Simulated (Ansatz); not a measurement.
SiNi$_{2}$ (P6_3/mmc): electronic heat capacity and spin susceptibility from the density of states

The calculation used Ansatz, DFT PBEsol, scalar-relativistic, plane waves, PAW.

Settings: cutoff 420 eV, Γ-centred mesh 12×12×8 on the computed 6-atom cell, Gaussian smearing of 0.10 eV; no spin polarisation.

Relaxed cell: P6_3/mmc, a = 3.868 Å, b = 3.868 Å, c = 4.917 Å, α = 90.00°, β = 90.00°, γ = 120.00°, 6 atoms in the primitive cell. Whether it is the stable form of this composition wasn't checked.

The density of states at the Fermi level is 3.423 states/eV in the cell of 6 atoms (2 formula units; both spins, tetrahedra on a 18×18×12 mesh).

Q: What Sommerfeld coefficient and Pauli susceptibility does this give?

A: Per formula unit N(E_F) = 1.711 states/eV. γ = (π²/3) k_B² N(E_F) N_A = 2.357 mJ/(mol K²) per state/eV, so γ = 4.0 mJ/(mol K²), a mole of formula units. χ_P = μ_B² N(E_F) N_A = 3.23×10⁻⁵ emu/mol per state/eV gives 5.5×10⁻⁵ emu/mol. This is the bare band result: a measured γ of the same phase is as a rule larger by a factor 1 + λ from phonons and spin fluctuations, the spin part of χ is larger by the Stoner factor, and a measured χ also holds orbital and core terms. N(E_F) at one energy is sensitive to the mesh where the density of states has sharp peaks.

A ferromagnetic start lost its moments in a first run, so spin was left out; other magnetic orders weren't tried.

Cost: 1 run of about 1.9 core-minutes, on Arm Neoverse V2 (shared hosts).